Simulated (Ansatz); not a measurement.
# PtSe2 (Sudovikovite): single point with PBE

Crystal: PtSe2 (Sudovikovite).

```xyz
3
Lattice="3.7240 0.0000 0.0000 -1.8620 3.2251 0.0000 0.0000 0.0000 5.0620" Properties=species:S:1:pos:R:3 pbc="T T T"
Pt    0.0000    0.0000    0.0000
Se    1.8620    1.0750    3.7965
Se    0.0000    2.1501    1.2655
```

```yaml
Program: Ansatz 0.2.0
Task: single point
Functional: PBE
Potentials_or_basis: Ansatz PAW
Cutoff: "420 eV (not typed: the program's choice for these potentials)"
k_mesh: 8 × 8 × 5
Occupations: gaussian, width 0.022 eV
Spin: no spin polarisation
```

```yaml
Pressure: 7.3 GPa
Largest_force: 0.570 eV/Å
Band_gap_on_the_k_mesh: none (metal or under the smearing width)
```

Forces on the atoms (eV/Å):
```
Pt   0.000  0.000  0.000
Se   0.000  0.000 -0.570
Se   0.000  0.000  0.570
```

Stress tensor (GPa, compression positive):
```
7.90 0.00 0.00
0.00 7.90 0.00
0.00 0.00 6.17
```

Levels at points of the mesh, in eV from the Fermi level:
```
            k point  band 21  band 22  band 23  band 24  band 25  band 26  band 27  band 28  band 29  band 30
 (0.00, 0.00, 0.00)    -4.14    -2.70    -1.17    -1.17     0.31     1.36     1.36     3.52     4.12     7.20
(0.00, -0.50, 0.00)    -3.81    -3.65    -3.63    -3.55    -3.09     0.57     2.26     4.69     5.74     7.02
```

Wall time 9.1 s on 2 threads of Intel(R) Xeon(R) Processor @ 2.50GHz (Skylake/Cascade Lake), with other jobs on the host, peak memory 0.4 GiB.

The run has no spin-orbit coupling, so splittings on Pt are missing.
